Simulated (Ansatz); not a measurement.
**Is this Na3F4 stable against decomposition?**

Level of theory: DFT PBE, scalar-relativistic, plane waves, PAW (Ansatz 0.2.0). All cells share a 420 eV cutoff and Γ-centred k meshes spaced at most about 0.3 Å⁻¹ (about 0.25 or finer for metals, 2π included). Spin is collinear in cells that carry moments; the others ran without spin or lost their moments.

Energies over the elements count from the elements' standard structures at the same level (F₂ as a molecule), with no fitted energy shifts.

These are static total energies at zero pressure. The magnetic state reached may not be the lowest.

The competitors are the elements and 1 reference phase of this chemical system (from databases or known types: NaF), relaxed at the same level; other known phases may be missing.

The candidate was reached from: random cell.

```cif
data_structure
_symmetry_space_group_name_H-M 'Im-3m'
_symmetry_Int_Tables_number 229
_cell_length_a 5.6533
_cell_length_b 5.6533
_cell_length_c 5.6533
_cell_angle_alpha 90.000
_cell_angle_beta 90.000
_cell_angle_gamma 90.000
_cell_volume 180.68
loop_
_atom_site_label
_atom_site_type_symbol
_atom_site_symmetry_multiplicity
_atom_site_Wyckoff_symbol
_atom_site_fract_x
_atom_site_fract_y
_atom_site_fract_z
_atom_site_occupancy
Na1 Na 6 b 0.50000 0.00000 0.00000 1
F1 F 8 c 0.25000 0.25000 0.25000 1
```

The lowest competing mixture at this composition:

```
 phase      space group             source  share of atoms  ΔE_f (eV/atom)
F₂ gas                -            element          0.1429           0.000
   NaF  Fm-3m (No. 225)  Materials Project          0.8571          -2.711
```

Task: What are the hull's energy here, the candidate's formation energy and its margin?

Result: The hull lies at -2.324 eV/atom, the weighted sum of the last column. The candidate has -2.179 eV/atom, which is 145 meV/atom above it (144 meV/atom from unrounded values). The candidate matches no cell in the subsets of the Crystallography Open Database and the Materials Project at hand. At finite temperature the entropy of the gas favours decomposition further. It carries parallel moments up to 0.3 μB.
